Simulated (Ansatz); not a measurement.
**(001) slab of diamond, 9.8 Å thick as cut, ended by H**

Ansatz, PAW, plane waves, no spin–orbit coupling unless named; atoms relaxed with PBEsol, the curve by HSE06. The curve holds the local part of the PAW potentials, so its shape inside matter depends on the files.

```
CELL_PARAMETERS angstrom
1.77690 1.77690 0.00000
-1.77690 1.77690 0.00000
0.00000 0.00000 25.27296
ATOMIC_POSITIONS crystal
C 0.00091 0.99603 0.30865
C 0.00091 0.05270 0.44748
C 0.00091 0.05290 0.58809
C 0.50091 0.05676 0.34173
C 0.50091 0.05285 0.48261
C 0.50091 0.05536 0.62314
C 0.00091 0.55289 0.41230
C 0.00091 0.55271 0.55291
C 0.00091 0.49608 0.69174
C 0.50091 0.55534 0.37724
C 0.50091 0.55286 0.51777
C 0.50091 0.55678 0.65866
H 0.00090 0.59505 0.29758
H 0.00092 0.14197 0.26708
H 0.00090 0.09514 0.70281
H 0.00090 0.64206 0.73330
```

Planar mean of the electrostatic potential energy along the normal, from the vacuum level:

| z (Å) | v (eV) |
| --- | --- |
| 0.00 | 0.00 |
| 0.28 | 0.00 |
| 0.70 | 0.00 |
| 0.98 | 0.00 |
| 1.40 | 0.00 |
| 1.68 | 0.00 |
| 2.11 | 0.00 |
| 2.39 | 0.00 |
| 2.67 | 0.00 |
| 3.09 | 0.00 |
| 3.37 | 0.00 |
| 3.79 | 0.00 |
| 4.07 | -0.01 |
| 4.35 | -0.01 |
| 4.77 | -0.02 |
| 5.05 | -0.05 |
| 5.48 | -0.14 |
| 5.76 | -0.29 |
| 6.18 | -0.95 |
| 6.46 | -2.53 |
| 6.74 | -4.72 |
| 7.16 | -5.23 |
| 7.44 | -12.29 |
| 7.86 | -15.84 |
| 8.14 | -14.27 |
| 8.42 | -14.81 |
| 8.85 | -14.31 |
| 9.13 | -13.09 |
| 9.55 | -15.41 |
| 9.83 | -13.72 |
| 10.25 | -14.65 |
| 10.53 | -15.07 |
| 10.81 | -13.27 |
| 11.23 | -15.26 |
| 11.51 | -14.37 |
| 11.93 | -13.91 |
| 12.22 | -15.43 |
| 12.64 | -13.23 |
| 12.92 | -14.65 |
| 13.20 | -15.06 |
| 13.62 | -13.40 |
| 13.90 | -15.27 |
| 14.32 | -13.41 |
| 14.60 | -13.91 |
| 14.88 | -15.43 |
| 15.30 | -13.27 |
| 15.58 | -14.69 |
| 16.01 | -13.84 |
| 16.29 | -13.25 |
| 16.71 | -15.53 |
| 16.99 | -14.28 |
| 17.27 | -14.74 |
| 17.69 | -15.35 |
| 17.97 | -8.65 |
| 18.39 | -4.68 |
| 18.67 | -3.98 |
| 18.95 | -1.50 |
| 19.38 | -0.43 |
| 19.66 | -0.20 |
| 20.08 | -0.07 |
| 20.36 | -0.04 |
| 20.78 | -0.01 |
| 21.06 | -0.01 |
| 21.34 | 0.00 |
| 21.76 | 0.00 |
| 22.04 | 0.00 |
| 22.46 | 0.00 |
| 22.75 | 0.00 |
| 23.03 | 0.00 |
| 23.45 | 0.00 |
| 23.73 | 0.00 |
| 24.15 | 0.00 |
| 24.43 | 0.00 |
| 24.85 | 0.00 |
| 25.13 | 0.00 |

(1) How far below the vacuum level do the top filled and the lowest empty level lie, by each functional?

## Answers

(1) PBEsol: 2.90 and 0.80 eV (gap 2.09 eV, a 6×6×1 mesh); HSE06: 3.50 and 0.70 eV (gap 2.80 eV, a 4×4×1 mesh). Either level can be a surface state and not a band edge of the crystal.
